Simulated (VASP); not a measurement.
# CuO (P-6m2) in VASP: a series of runs, part 2 of 2

VASP 6.6.1.

### 4 Elastic constants, LDA

Input file POSCAR:

```
CuO
1.0
    2.8363251100      0.0000000000      0.0000000000
   -1.4181625500      2.4563296000      0.0000000000
    0.0000000000      0.0000000000      2.7681127800
Cu O
1 1
Direct
    0.0000000000      0.0000000000      0.0000000000
    0.6666666667      0.3333333333      0.5000000000
```

Input file INCAR.step1:

```
ALGO = Normal
EDIFF = 1E-8
EDIFFG = -0.002
ENCUT = 600
IBRION = 2
ISIF = 3
ISMEAR = 0
LASPH = True
LCHARG = False
LREAL = False
LWAVE = False
NELM = 80
NSW = 40
PREC = Accurate
SIGMA = 0.02
```

Input file INCAR.step2:

```
ALGO = Normal
EDIFF = 1E-8
ENCUT = 600
IBRION = 6
ISIF = 3
ISMEAR = 0
LASPH = True
LCHARG = False
LREAL = False
LWAVE = False
NELM = 80
NFREE = 2
NSW = 1
POTIM = 0.015
PREC = Accurate
SIGMA = 0.02
```

Input file KPOINTS:

```
k-points
0
Gamma
  8 8 7
```

Potentials or basis: VASP PAW LDA potentials, release 64 (Cu, O).

On the command line:

```bash
$ cat potpaw_LDA.64/Cu/POTCAR potpaw_LDA.64/O/POTCAR > POTCAR
$ cp INCAR.step1 INCAR
$ mpirun -np 1 vasp_std > vasp.out
$ cp CONTCAR POSCAR
$ cp INCAR.step2 INCAR
$ mpirun -np 1 vasp_std > vasp.out
```

OUTCAR:

```text
EDIFF = 1E-8
   ENCUT = 600
   IBRION = 6
   ISIF = 3
   ISMEAR = 0
   LASPH = True
   LREAL = False
   NELM = 80
   NFREE = 2
   NSW = 1
   POTIM = 0.015
   PREC = Accurate

 ion  position               nearest neighbor table
   1  0.000  0.000  0.000-   2 2.08   2 2.08   2 2.08   2 2.08   2 2.08   2 2.08
   2  0.667  0.333  0.500-   1 2.08   1 2.08   1 2.08   1 2.08   1 2.08   1 2.08

[... 813 lines left out ...]
      0.000000  0.000000  0.000000     0.000000    0.000000   -0.449238
      1.399660  0.808094  1.308720    -0.000000    0.000000    0.893412
[... 21 lines left out ...]
   6 f/i=    6.705897 THz    42.134395 2PiTHz  223.684653 cm-1    27.733350 meV
             X         Y         Z           dx          dy          dz
      0.000000  0.000000  0.000000     0.273907    0.357553    0.000000
      1.399660  0.808094  1.308720    -0.542950   -0.708757    0.000000

--------------------------------------------------------------------------------------------------------

 ELASTIC MODULI CONTR FROM IONIC RELAXATION (kBar)
 Direction    XX          YY          ZZ          XY          YZ          ZX
 --------------------------------------------------------------------------------
 XX          -0.0000      0.0000      0.0000     -0.0000      0.0000      0.0000
 YY           0.0000     -0.0000     -0.0000      0.0000     -0.0000     -0.0000
 ZZ           0.0000     -0.0000     -0.0000      0.0000     -0.0000     -0.0000
 XY          -0.0000      0.0000      0.0000     -0.0000      0.0000      0.0000
 YZ           0.0000     -0.0000     -0.0000      0.0000     -0.0000     -0.0000
 ZX           0.0000     -0.0000     -0.0000      0.0000     -0.0000     -0.0000
 --------------------------------------------------------------------------------

 TOTAL ELASTIC MODULI (kBar)
 Direction    XX          YY          ZZ          XY          YZ          ZX
 --------------------------------------------------------------------------------
 XX        2912.9874   1437.7725   1589.6384      0.0000      0.0000      0.0000
 YY        1437.7725   2912.9874   1589.6384      0.0000      0.0000     -0.0000
 ZZ        1589.6384   1589.6384   4629.5913      0.0000     -0.0000     -0.0000
 XY           0.0000      0.0000      0.0000    737.6074      0.0000      0.0000
 YZ          -0.0000      0.0000     -0.0000      0.0000   -837.9267     -0.0000
 ZX           0.0000     -0.0000     -0.0000     -0.0000     -0.0000   -837.9274
 --------------------------------------------------------------------------------
```

OSZICAR.step1:

```text
N       E                     dE             d eps       ncg     rms          rms(c)
DAV:   1     0.114038935238E+03    0.11404E+03   -0.94328E+03   980   0.248E+03
DAV:   2    -0.400013684539E+01   -0.11804E+03   -0.10789E+03   992   0.369E+02
DAV:   3    -0.136483820231E+02   -0.96482E+01   -0.90626E+01  1204   0.116E+02
DAV:   4    -0.138315325919E+02   -0.18315E+00   -0.18167E+00  1080   0.152E+01
[... 95 lines left out ...]
DAV:   4    -0.110105446655E+02    0.27146E-04   -0.53974E-05  1396   0.287E-01    0.177E-02
DAV:   5    -0.110105386888E+02    0.59768E-05   -0.13069E-05  1508   0.910E-02    0.585E-03
DAV:   6    -0.110105381148E+02    0.57399E-06   -0.14181E-06  1448   0.199E-02    0.115E-03
DAV:   7    -0.110105381157E+02   -0.93200E-09   -0.12109E-07   988   0.415E-03    0.320E-04
DAV:   8    -0.110105381145E+02    0.12594E-08   -0.35194E-09   616   0.228E-03
   9 F= -.11010538E+02 E0= -.11009828E+02  d E =-.402524E-04
```

Wall time 4.2 min (1 thread of AMD EPYC 9R45 (Zen 5), shared host); peak memory 0.17 GiB.

What came out:

```yaml
Relaxed_volume: 8.88 Å³/atom
Relaxed_cell: a = 2.799 Å, b = 2.799 Å, c = 2.617 Å, α = 90.00°, β = 90.00°, γ = 120.00°
Space_group_after_relaxing_to_0.05_Å: P-6m2 (No. 187)
Voigt_bulk_modulus: 219 GPa
Highest_phonon_frequency_at_Γ_LO-TO_splitting_left_out: 318 cm⁻¹
Most_unstable_mode: 224i cm⁻¹
```

Step by step:
| step | energy change (eV) | largest force (eV/Å) | pressure (GPa) | volume (Å³) |
| --- | --- | --- | --- | --- |
| 1 | 0.0000 | 0.0000 | -15.94 | 19.29 |
| 2 | -0.0595 | 0.0000 | 15.13 | 16.72 |
| 3 | -0.1024 | 0.0000 | 0.67 | 17.65 |
| 4 | -0.1023 | 0.0000 | 1.06 | 17.62 |
| 5 | -0.1048 | 0.0000 | 0.67 | 17.68 |
| 6 | -0.1054 | 0.0000 | 0.42 | 17.73 |
| 7 | -0.1054 | 0.0000 | 0.39 | 17.73 |
| 8 | -0.1054 | 0.0000 | -0.35 | 17.79 |
| 9 | -0.1054 | 0.0000 | -0.01 | 17.76 |

Final structure:
```
CELL_PARAMETERS angstrom
2.79932 0.00000 0.00000
-1.39966 2.42428 0.00000
0.00000 0.00000 2.61744
ATOMIC_POSITIONS crystal
Cu 0.00000 0.00000 0.00000
O 0.66667 0.33333 0.50000
```

Phonon frequencies in cm⁻¹ (negative: imaginary):
```tsv
q point	frequencies
(0.000, 0.000, 0.000)	-224 -224 0 0 0 318
```

Elastic tensor in Voigt notation (GPa, in the Cartesian axes of the cell as first typed):
```
291 144 159   0   0   0
144 291 159   0   0   0
159 159 463   0   0   0
  0   0   0 -84   0   0
  0   0   0   0 -84   0
  0   0   0   0   0  74
```

Clamped-ion elastic tensor (GPa):
```
291 144 159   0   0   0
144 291 159   0   0   0
159 159 463   0   0   0
  0   0   0 -84   0   0
  0   0   0   0 -84   0
  0   0   0   0   0  74
```

Caveat: some modes are imaginary; the elastic tensor has a negative eigenvalue, so either the cell is unstable as it stands or the mesh is too thin; the run has no spin polarisation, though such a crystal can be magnetic.

### 5 Band structure, PBE

POSCAR is that of step 4.

Input file INCAR.step1:

```
SYSTEM = CuO
PREC = Accurate
ENCUT = 900
EDIFF = 1E-6
ISMEAR = -1
SIGMA = 0.05
LREAL = .False.
LASPH = .True.
NELM = 60
ALGO = Normal
ISIF = 2
LWAVE = .False.
LCHARG = .True.
LMAXMIX = 4
GGA = PE
NBANDS = 16
```

Input file KPOINTS.step1:

```
Automatic mesh
0
Gamma
  11 11 10
  0 0 0
```

Input file INCAR.step2:

```
SYSTEM = CuO
PREC = Accurate
ENCUT = 900
EDIFF = 1E-6
ISMEAR = 0
SIGMA = 0.05
LREAL = .False.
LASPH = .True.
NELM = 60
ALGO = Normal
ISIF = 2
LWAVE = .False.
LCHARG = .False.
LMAXMIX = 4
GGA = PE
NBANDS = 16
ICHARG = 11
```

Input file KPOINTS.step2:

```
path GMKGALHA,LM,KH
15
line-mode
reciprocal
 0.0000000000  0.0000000000  0.0000000000  G
 0.5000000000  0.0000000000  0.0000000000  M

 0.5000000000  0.0000000000  0.0000000000  M
 0.3333333333  0.3333333333  0.0000000000  K

 0.3333333333  0.3333333333  0.0000000000  K
 0.0000000000  0.0000000000  0.0000000000  G

 0.0000000000  0.0000000000  0.0000000000  G
 0.0000000000  0.0000000000  0.5000000000  A

 0.0000000000  0.0000000000  0.5000000000  A
 0.5000000000  0.0000000000  0.5000000000  L

 0.5000000000  0.0000000000  0.5000000000  L
 0.3333333333  0.3333333333  0.5000000000  H

 0.3333333333  0.3333333333  0.5000000000  H
 0.0000000000  0.0000000000  0.5000000000  A

 0.5000000000  0.0000000000  0.5000000000  L
 0.5000000000  0.0000000000  0.0000000000  M

 0.3333333333  0.3333333333  0.0000000000  K
 0.3333333333  0.3333333333  0.5000000000  H
```

Potentials or basis: VASP PAW PBE potentials, release 64 (Cu, O_h).

On the command line:

```bash
$ cat potpaw_PBE.64/Cu/POTCAR potpaw_PBE.64/O_h/POTCAR > POTCAR
$ cp INCAR.step1 INCAR
$ cp KPOINTS.step1 KPOINTS
$ mpirun -np 1 vasp_std > vasp.out
$ cp INCAR.step2 INCAR
$ cp KPOINTS.step2 KPOINTS
$ mpirun -np 1 vasp_std > vasp.out
```

Wall time 40 s (1 thread of Intel Xeon 6975P-C (Granite Rapids), shared host); peak memory 0.21 GiB.

It converged, with:

* Band gap along the path: none (metal or under the smearing width)

Levels at the corners of the path, in eV from the Fermi level:
| point | band 4 | band 5 | band 6 | band 7 | band 8 | band 9 | band 10 | band 11 | band 12 | band 13 |
| --- | --- | --- | --- | --- | --- | --- | --- | --- | --- | --- |
| Γ | -3.20 | -2.59 | -1.73 | -1.73 | -0.13 | -0.13 | 1.11 | 15.19 | 16.69 | 16.69 |
| M | -2.93 | -2.84 | -1.85 | -1.28 | -1.21 | 0.28 | 5.99 | 8.83 | 15.37 | 17.22 |
| M | -2.93 | -2.84 | -1.85 | -1.28 | -1.21 | 0.28 | 5.99 | 8.83 | 15.37 | 17.22 |
| K | -3.91 | -2.08 | -1.91 | -1.65 | -1.64 | 0.55 | 8.86 | 9.56 | 10.33 | 18.69 |
| K | -3.91 | -2.08 | -1.91 | -1.65 | -1.64 | 0.55 | 8.86 | 9.56 | 10.33 | 18.69 |
| Γ | -3.20 | -2.59 | -1.73 | -1.73 | -0.13 | -0.13 | 1.11 | 15.19 | 16.69 | 16.69 |
| Γ | -3.20 | -2.59 | -1.73 | -1.73 | -0.13 | -0.13 | 1.11 | 15.19 | 16.69 | 16.69 |
| A | -3.18 | -2.20 | -2.20 | -1.51 | -0.18 | -0.18 | 7.16 | 7.65 | 21.05 | 21.05 |
| A | -3.18 | -2.20 | -2.20 | -1.51 | -0.18 | -0.18 | 7.16 | 7.65 | 21.05 | 21.05 |
| L | -4.23 | -1.88 | -1.41 | -1.36 | -1.17 | 0.55 | 5.13 | 11.47 | 11.48 | 14.45 |
| L | -4.23 | -1.88 | -1.41 | -1.36 | -1.17 | 0.55 | 5.13 | 11.47 | 11.48 | 14.45 |
| H | -4.18 | -2.12 | -1.62 | -1.49 | -0.48 | 0.50 | 6.19 | 7.48 | 12.67 | 14.86 |
| H | -4.18 | -2.12 | -1.62 | -1.49 | -0.48 | 0.50 | 6.19 | 7.48 | 12.67 | 14.86 |
| A | -3.18 | -2.20 | -2.20 | -1.51 | -0.18 | -0.18 | 7.16 | 7.65 | 21.05 | 21.05 |
| L | -4.23 | -1.88 | -1.41 | -1.36 | -1.17 | 0.55 | 5.13 | 11.47 | 11.48 | 14.45 |
| M | -2.93 | -2.84 | -1.85 | -1.28 | -1.21 | 0.28 | 5.99 | 8.83 | 15.37 | 17.22 |
| K | -3.91 | -2.08 | -1.91 | -1.65 | -1.64 | 0.55 | 8.86 | 9.56 | 10.33 | 18.69 |
| H | -4.18 | -2.12 | -1.62 | -1.49 | -0.48 | 0.50 | 6.19 | 7.48 | 12.67 | 14.86 |

Caveat: the cutoff is under 1.25 times the usual one of these potentials, so pressure, stress and relaxed cells hold a basis-set (Pulay) error; the log is that of the step along the path at fixed density, whose energy, stress, charges and moments have no meaning; an odd number of electrons without spin polarisation forces a metal; a magnetic or distorted state may lie lower; the run has no spin polarisation, though such a crystal can be magnetic; semilocal functionals often make such compounds metallic where correlation or magnetic order opens a gap, which also shifts bond lengths.
